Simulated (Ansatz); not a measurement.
# Rh: a hydrostatic pressure series

One table from this session's results is given with a row withheld; the runs are named, their logs left out.

This is Rh in the hcp structure; at room conditions it is fcc.

Computed with Ansatz 0.2.0 (DFT r2SCAN, scalar-relativistic, plane waves, PAW, unless a step's input says otherwise).

2 further runs of the same task are left out: 2 set aside as unsound or not needed.

## The starting structure

The structure is hexagonal, space group P6_3/mmc (No. 194). The conventional cell has a = 2.704 Å, b = 2.704 Å, c = 4.349 Å, α = 90.00°, β = 90.00°, γ = 120.00°. Rh (site symmetry -6m2) has 12 Rh at 2.68 to 2.70 Å as nearest neighbours.

Structure file:

```xyz
2
Lattice="2.7036 0.0000 0.0000 -1.3518 2.3414 0.0000 0.0000 0.0000 4.3486" Properties=species:S:1:pos:R:3 pbc="T T T"
Rh    1.3518    0.7805    3.2615
Rh    0.0000    1.5609    1.0872
```

It goes back to an entry of the Materials Project, which need not be the stable form.

It is the result of an earlier relaxation at this level (volume 13.76 Å³/atom; gap on the mesh: none (metal)).

Set-up of the first run:

Input file input.yaml:

```yaml
crystal:
  lattice:
    - [2.7123308903, 0.0, 0.0]
    - [-1.3561654451, 2.3489474545, 0.0]
    - [0.0, 0.0, 4.3625908032]
  atoms:
    - { symbol: Rh, position: [0.6666666667, 0.3333333333, 0.75] }
    - { symbol: Rh, position: [0.3333333333, 0.6666666667, 0.25] }
basis:
  ecutwfc: 500
kpoints:
  mp_grid: { grid: [18, 18, 10] }
hamiltonian:
  xc: r2scan
scf:
  occupations: { method: gaussian, width: 0.1 }
output:
  forces: true
  stress: true
  eigenvalues: true
relax:
  adjacent_minimum: "off"
  f_tol: 0.008
  max_steps: 50
  cell: { stress_tol: 0.08, p_target: -1.0 }
```

The run is started by

```
$ ansatz run input.yaml --threads 1 --pin off --max-ram 2560MiB --backend cpu --events-out ev --progress --plain --runs-dir out
```

Steps of the session up to this table: -1 GPa; 1 GPa; Target pressure 4 GPa; Target pressure 12 GPa; 25 GPa; Relaxing at 50 GPa; Target pressure 90 GPa.

One table of the session follows, with a row left open; its other results are not shown here.

Lengths are those of the vectors of the cell that was run:

| P (GPa) | V (Å³/atom) | a (Å) | b (Å) | c (Å) | ΔH (eV/atom) |
| --- | --- | --- | --- | --- | --- |
| -1 | 13.81 | 2.707 | 2.707 | 4.354 | -0.086 |
| 0 | 13.76 | 2.704 | 2.704 | 4.349 | 0.000 |
| 1 | ? | ? | ? | ? | ? |
| 4 | 13.58 | 2.691 | 2.691 | 4.330 | 0.341 |
| 12 | 13.24 | 2.668 | 2.668 | 4.295 | 1.010 |
| 25 | 12.78 | 2.636 | 2.636 | 4.248 | 2.065 |
| 50 | 12.10 | 2.587 | 2.587 | 4.175 | 4.004 |
| 90 | 11.32 | 2.529 | 2.529 | 4.086 | 6.921 |

Estimate the missing values for P (GPa) = 1.

Worked estimate for «V (Å³/atom)». A straight line through the neighbours (0, 13.76) and (4, 13.58) gives 13.76 + (13.58 − 13.76) × (1 − 0) / (4 − 0) = 13.71; a parabola fitted to 4 rows on both sides gives 13.72.

**Answer.** V (Å³/atom): 13.72; a (Å): 2.700; b (Å): 2.700; c (Å): 4.343; ΔH (eV/atom): 0.086. In «V (Å³/atom)» the line misses by -0.01 and the parabola by 0.00.

ΔH is E + PV over the energy at zero pressure; a, b and c are the vectors of the computed cell. 

Limits of these values: Other structures may take over in this range; these runs cannot find them.
